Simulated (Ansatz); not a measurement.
MgTe in the wurtzite structure (r2SCAN geometry), in Ansatz:

```
Mg Te
1.0
     4.57764    0.00000    0.00000
    -2.28882    3.96435    0.00000
     0.00000    0.00000    7.45509
Mg Te
2 2
Direct
  0.33333 0.66667 0.99939
  0.66667 0.33333 0.49939
  0.33333 0.66667 0.37561
  0.66667 0.33333 0.87561
```

G0W0@PBE with 741 empty bands, a screening cutoff of 180 eV and a 6×6×2 mesh (PAW, contour deformation) gives 3.692 eV over the mesh points, from a PBE gap of 2.462 eV; it sums over 767 bands with 713 plane waves in the screening and a wave cutoff of 420 eV. No extrapolation in bands, cutoff or mesh was made for G0W0. No spin polarisation and no zero-point or thermal motion.

Question: Estimate the gap with frequency model Godby-Needs pole.

Answer: 3.730 eV (+0.038 eV), from a Kohn-Sham gap of 2.462 eV.

Question: Estimate the gap with mesh 6×6×4, empty bands 219, screening cutoff 80 eV.

Answer: 3.615 eV (-0.077 eV), from a Kohn-Sham gap of 2.462 eV.

No spin-orbit coupling is included; it can move band edges with weight on the heavy atoms by tenths of an eV.
